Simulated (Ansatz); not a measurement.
**Sn (simple cubic): energy against volume**

The calculation used DFT, PBE, plane waves (420 eV) with PAW, scalar-relativistic (Ansatz 0.2.0).

The cell is scaled uniformly from the relaxed one, with fractional coordinates and shape fixed. Energies are extrapolated to zero smearing, pressures are those at the given smearing. Magnetic state: spin not included.

A Birch-Murnaghan fit gives V₀ = 29.46 Å³/atom, B₀ = 46 GPa, B₀′ = 4.8.

**Question.** What are the energy above the minimum and the pressure at 25.806 Å³/atom?

**Answer.** 85.0 meV/atom and 8.52 GPa as computed.

**Question.** What are the energy above the minimum and the pressure at 30.497 Å³/atom?

**Answer.** 4.9 meV/atom and -1.42 GPa as computed.

**Question.** What are the energy above the minimum and the pressure at 32.843 Å³/atom?

**Answer.** 45.4 meV/atom and -3.81 GPa as computed.
